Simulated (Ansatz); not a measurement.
# Zr8O15: the cost of one run

Computed with Ansatz 0.2.0 (DFT, PBE, plane-wave PAW, default files, scalar-relativistic, unless a step's input says otherwise).

**1. The system as given**

It takes space group P1 (No. 1, triclinic). The conventional cell has a = 6.791 Å, b = 7.319 Å, c = 7.319 Å, α = 90.59°, β = 116.46°, γ = 116.46°. Around Zr (site symmetry 1) lie 6 O at 2.06 to 2.27 Å. Zr (site symmetry 1) has 7 O at 2.05 to 2.27 Å as nearest neighbours. Around Zr (site symmetry 1) lie 6 O at 2.05 to 2.27 Å. Only part of the 23 independent sites is listed.

Coordinates:

```xyz
23
Lattice="-0.8478 5.2023 5.2552 4.3009 0.0000 5.2552 5.1487 5.2023 0.0000" Properties=species:S:1:pos:R:3 pbc="T T T"
Zr    0.3971    5.4088    6.3535
Zr    5.5458    5.4088    6.3535
Zr    3.4799    2.8077    1.5293
Zr    7.7809    8.0100    6.7844
Zr    3.0560    4.9958    4.1568
Zr    8.2047    4.9958    4.1568
Zr    0.8210    2.3946    3.7259
Zr    5.1219    7.5969    8.9811
O     1.9055    3.9324    2.5183
O     6.2065    9.1347    7.7734
O     1.9715    6.5336    5.3645
O     7.1202    6.5336    5.3645
O     2.3954    1.2699    2.7369
O     6.6964    6.4722    7.9920
O     1.4816    3.8710    5.1459
O     6.6303    3.8710    5.1459
O     4.3647    6.9269    7.0750
O     4.6611    4.3257    0.8077
O     3.8133    4.3257    6.0629
O     4.2372    3.4777    3.4353
O     8.5381    8.6800    8.6905
O     4.7886    6.0789    4.4474
O     3.9408    6.0789    9.7026
```

The vacant site is at (0.304, 0.042, 0.027) in fractional coordinates of the input's cell.

**2. Single point at the given positions**

input.yaml reads:

```yaml
crystal:
  lattice:
    - [-0.8477618041, 5.2023, 5.2551587544]
    - [4.3009381959, 0.0, 5.2551587544]
    - [5.1487, 5.2023, 0.0]
  atoms:
    - { symbol: Zr, position: [0.98625, 0.22275, 0.05345], spin: 0.5 }
    - { symbol: Zr, position: [0.48625, 0.72275, 0.55345] }
    - { symbol: Zr, position: [0.05345, 0.23755, 0.48625] }
    - { symbol: Zr, position: [0.55345, 0.73755, 0.98625], spin: 0.5 }
    - { symbol: Zr, position: [0.51375, 0.27725, 0.44655] }
    - { symbol: Zr, position: [0.01375, 0.77725, 0.94655] }
    - { symbol: Zr, position: [0.44655, 0.26245, 0.01375], spin: 0.5 }
    - { symbol: Zr, position: [0.94655, 0.76245, 0.51375] }
    - { symbol: O, position: [0.39305, 0.08615, 0.36285] }
    - { symbol: O, position: [0.89305, 0.58615, 0.86285] }
    - { symbol: O, position: [0.86285, 0.15795, 0.39305] }
    - { symbol: O, position: [0.36285, 0.65795, 0.89305] }
    - { symbol: O, position: [0.10695, 0.41385, 0.13715] }
    - { symbol: O, position: [0.60695, 0.91385, 0.63715] }
    - { symbol: O, position: [0.63715, 0.34205, 0.10695] }
    - { symbol: O, position: [0.13715, 0.84205, 0.60695] }
    - { symbol: O, position: [0.8042, 0.5421, 0.5273] }
    - { symbol: O, position: [0.0273, 0.1264, 0.8042] }
    - { symbol: O, position: [0.5273, 0.6264, 0.3042] }
    - { symbol: O, position: [0.1958, 0.4579, 0.4727] }
    - { symbol: O, position: [0.6958, 0.9579, 0.9727] }
    - { symbol: O, position: [0.4727, 0.3736, 0.6958] }
    - { symbol: O, position: [0.9727, 0.8736, 0.1958] }
magnetization:
  spin_polarized: true
total_charge: 1
kpoints:
  mp_grid: { grid: [3, 3, 3] }
scf:
  occupations: { method: fermi_dirac, width: 0.01 }
hamiltonian:
  xc: pbe
  pseudopotentials: { kind: paw }
output:
  forces: true
  stress: true
  populations: true
  efg:
    quadrupole_moments_barn: { Zr: -0.176, O: -0.02558 }
    contact_densities: true
```

Run with:

```console
$ ansatz run input.yaml --threads 1 --pin off --max-ram 3072MiB --backend cpu --events-out ev --progress --plain --runs-dir out
```

Q: Estimate wall time and peak memory on 1 thread of an x86-64 CPU, shared host.

About 2.4 min, with a peak of 1.1 GiB.
